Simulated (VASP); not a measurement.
Write the native input for VASP 6.6.1 that does the following.

* Task: single point
* Functional: PBE
* Potentials or basis: VASP PAW PBE potentials, release 64 (Mo_sv)
* Cutoff: 700 eV
* k mesh: 18 × 18 × 18
* Occupations: gaussian, width 0.1 eV
* Spin: no spin polarisation
* Further INCAR settings: ALGO = Normal; EDIFF = 1e-07; NBANDS = 13

The structure of Mo lies in POSCAR:

```
Mo                                      
1.0
   -1.6273095419      1.6273095419      1.6273095419
    1.6273095419     -1.6273095419      1.6273095419
    1.6273095419      1.6273095419     -1.6273095419
  Mo            
     1
Direct
     0.0000000000000000    0.0000000000000000    0.0000000000000000
```

The cell isn't the ideal one: a relaxed cell with its volume scaled by 1.09.

The input as run:

INCAR

```
SYSTEM = Mo
ALGO     = Normal         ! electronic algorithm
EDIFF    = 1E-7           ! SCF threshold, eV
ENCUT    = 700            ! plane-wave cutoff, eV
GGA      = PE             ! functional
ISIF     = 2              ! what is computed and relaxed
ISMEAR   = 0              ! smearing method
LASPH    = .TRUE.         ! aspherical terms in the spheres
LCHARG   = .FALSE.        ! write CHGCAR
LREAL    = .FALSE.        ! projectors in reciprocal space
LWAVE    = .FALSE.        ! write WAVECAR
NBANDS   = 13             ! bands
NELM     = 80             ! most SCF steps
PREC     = Accurate       ! precision mode
SIGMA    = 0.1            ! smearing width, eV
```

KPOINTS

```
k-points
0
G
  18 18 18
  0 0 0
```

Potentials or basis: VASP PAW PBE potentials, release 64 (Mo_sv).

Command:

```sh
$ cat potpaw_PBE.64/Mo_sv/POTCAR > POTCAR
$ mpirun -np 1 vasp_std > vasp.out
```

It gave:

* Pressure: -18.5 GPa
* Band gap on the k mesh: none (metal or under the smearing width)

Caveat: so large a pressure means that the cell lies far from this level's equilibrium, or that cutoff or potentials fall short.

It took 45 s on 1 thread of Intel(R) Xeon(R) Platinum 8175M CPU @ 2.50GHz (Skylake/Cascade Lake), on a shared host, peak memory 0.18 GiB.
